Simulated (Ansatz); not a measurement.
# CaO: the change of phonon entropy and phonon heat capacity with temperature

All results are calculated (Ansatz 0.2.0). Harmonic vibrational free energy, entropy and heat capacity at constant volume, per atom, from the force constants of a q mesh, imaginary modes left out; plane waves with PAW datasets, Gamma-centred k mesh.

Structure of every row (space group Fm-3m, No. 225):
```
CaO
1.0
      0.0000     2.4154     2.4154
      2.4154     0.0000     2.4154
      2.4154     2.4154     0.0000
Ca O
1 1
Direct
  0.50000 0.50000 0.50000
  0.00000 0.00000 0.00000
```

Settings of every row: functional PBE; dispersion none; spin none; wave cutoff 420 eV; k mesh 8x8x8; occupations fixed; smearing width 0 eV; pressure 0 GPa; phonon method linear response; q mesh 4x4x4.

| row | temperature (K) | phonon entropy (kB/atom) | phonon heat capacity (kB/atom) | phonon free energy (meV/atom) |
| --- | --- | --- | --- | --- |
| 1 | 200 | 1.587 | 2.158 | 41.8 |
| 2 | 300 | 2.553 | 2.568 | 23.8 |
| 3 | 400 | 3.318 | 2.743 | -1.6 |
| 4 | 500 | 3.941 | 2.831 | -33 |
| 5 | 600 | 4.462 | 2.881 | -69.3 |
| 6 | 700 | 4.908 | 2.912 | -109.7 |
| 7 | 800 | ? | ? | ? |
| 8 | 900 | 5.645 | 2.946 | -200.9 |
| 9 | 1000 | 5.956 | 2.956 | -250.9 |

Question: what phonon entropy and phonon heat capacity should row 7 give?

Worked fit of phonon entropy. Entropy rises as the heat capacity times the change of ln T, so take t = ln(T / 300 K). The shown rows have t = -0.4055, 0, 0.2877, 0.5108, 0.6931, 0.8473, 1.0986, 1.204. Least squares give phonon entropy = 2.5741 + 2.55282 × t + 0.2209 × t² kB/atom; a straight line predicts inner rows, each left out in turn, worse (root mean square 0.054 against 0.016 kB/atom). The rows lie off it by 0.012, -0.021, -0.009, 0.005, 0.012, 0.012, 0.000, -0.012 (root mean square 0.012 kB/atom), a smooth pattern that one more power would take up: the form is only approximate. The slope at t = 0, 2.55 kB/atom, estimates the heat capacity at 300 K. The withheld row has t = 0.9808, so the fit gives 2.5741 + 2.55282 × (0.9808) + 0.2209 × (0.9808)² = 5.290 kB/atom.

The calculation gave 5.298 kB/atom. The fit lies 0.008 kB/atom (0.18 % of the column's range) below it; its largest miss of a shown row is 0.021 kB/atom.

Worked fit of phonon heat capacity. At high temperature a harmonic heat capacity falls short of its limit by a term in 1/T², so take t = (100 K / T)². The shown rows have t = 0.25, 0.11111, 0.0625, 0.04, 0.02778, 0.02041, 0.01235, 0.01. Least squares give phonon heat capacity = 2.998 − 4.298 × t + 3.755 × t² kB/atom; a straight line predicts inner rows, each left out in turn, worse (root mean square 0.021 against 0.0016 kB/atom). The rows lie off it by 0.000, 0.001, -0.001, -0.001, 0.000, 0.000, 0.001, 0.001. The constant, 2.998 kB/atom, is to be held against the harmonic limit of 3 k_B an atom. The withheld row has t = 0.01562, so the fit gives 2.998 − 4.298 × (0.01562) + 3.755 × (0.01562)² = 2.932 kB/atom.

The calculation gave 2.932 kB/atom. The fit meets it to the printed digit.

The other values of row 7: phonon free energy -153.7 meV/atom.
